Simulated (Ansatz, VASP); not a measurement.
# Hf: VASP beside Ansatz

```xyz
2
Lattice="-2.2678 2.2678 1.2466 2.2678 -2.2678 1.2466 2.2678 2.2678 -1.2466" Properties=species:S:1:pos:R:3 pbc="T T T"
Hf    0.0000   -1.1339   -0.3116
Hf    0.0000    1.1339    0.3116
```

Change from the starting cell: volume scaled by 0.55, LAPW.

Alike in both runs: task single point; functional PBE; k mesh 14 × 14 × 14; occupations fermi-dirac, width 0.05 eV; no spin polarisation.

|  | VASP | Ansatz |
| --- | --- | --- |
| version | VASP 6.6.1 | Ansatz 0.2.0 |
| potentials or method | VASP PAW PBE potentials, release 64 (Hf_pv), cutoff 520 eV | all-electron LAPW, scalar-relativistic |

|  | VASP | Ansatz | Ansatz less VASP |
| --- | --- | --- | --- |
| pressure (GPa) | 155.5 | 158.8 | +3.35 |
| largest component of the traceless stress (GPa) | 0.92 | 0.05 | -0.867 |

Ansatz ran all-electron here, so the differences hold the error of VASP's frozen core and of both bases.

Caveats: the cell as given lies far from equilibrium; so large a pressure means that the cell lies far from this level's equilibrium, or that cutoff or potentials fall short (VASP). Spin-orbit coupling is left out, which matters for the levels of Hf.
